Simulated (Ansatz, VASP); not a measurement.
# One calculation of P, two programs

File POSCAR:

```
P
1.0
    0.0000000000      1.9417425529      1.9417425529
    1.9417425529      0.0000000000      1.9417425529
    1.9417425529      1.9417425529      0.0000000000
P
1
Direct
    0.0000000000      0.0000000000      0.0000000000
```

The input INCAR.step1:

```
  ALGO = Normal
  EDIFF = 1E-4
  ENCUT = 520
  GGA = PE
  ISMEAR = -1
  LASPH = T
  LCHARG = F
  LREAL = F
  LWAVE = T
  NBANDS = 8
  NELM = 60
  PREC = Accurate
  SIGMA = 0.1
```

INCAR.step2

```
  ALGO = Normal
  EDIFF = 1E-7
  ENCUT = 520
  ISIF = 2
  ISMEAR = -1
  ISTART = 1
  LASPH = T
  LCHARG = T
  LELF = T
  LMIXTAU = T
  LREAL = F
  LVHAR = T
  LWAVE = F
  METAGGA = R2SCAN
  NBANDS = 8
  NELM = 60
  PREC = Accurate
  SIGMA = 0.1
```

KPOINTS

```
k-points
0
Gamma
  16 16 16
```

Input for Ansatz:

```yaml
crystal:
  lattice:
    - [0.0, 1.9417425529, 1.9417425529]
    - [1.9417425529, 0.0, 1.9417425529]
    - [1.9417425529, 1.9417425529, 0.0]
  atoms:
    - { symbol: P, position: [0.0, 0.0, 0.0] }
hamiltonian:
  xc: r2scan
  pseudopotentials:
    kind: paw
    azcp:
      P: "pseudopotentials/P.paw.azcp"
basis:
  ecutwfc: 500
  fft_grid_basis: typed
kpoints:
  mp_grid: { grid: [16, 16, 16], shift: [0, 0, 0] }
magnetization:
  spin_polarized: false
scf:
  occupations: { method: fermi_dirac, width: 0.1 }
  lower_state_search: "off"
output:
  stress: true
```

Alike in both runs: task single point; functional r2SCAN; k mesh 16 × 16 × 16; occupations fermi-dirac, width 0.1 eV; no spin polarisation.

|  | VASP | Ansatz |
| --- | --- | --- |
| version | VASP 6.6.1 | Ansatz 0.2.0 |
| potentials or method | VASP PAW PBE potentials, release 64 (P) | plane waves (500 eV) with PAW, scalar-relativistic |
| plane-wave cutoff (eV) | 520 | 500 |
| valence electrons in the cell | 5 | 5 |

|  | VASP | Ansatz | Ansatz less VASP |
| --- | --- | --- | --- |
| pressure (GPa) | 0.5 | 0.6 | +0.05 |

Caveats: the PAW data sets were made with another functional, which shifts forces and pressure a little (VASP).
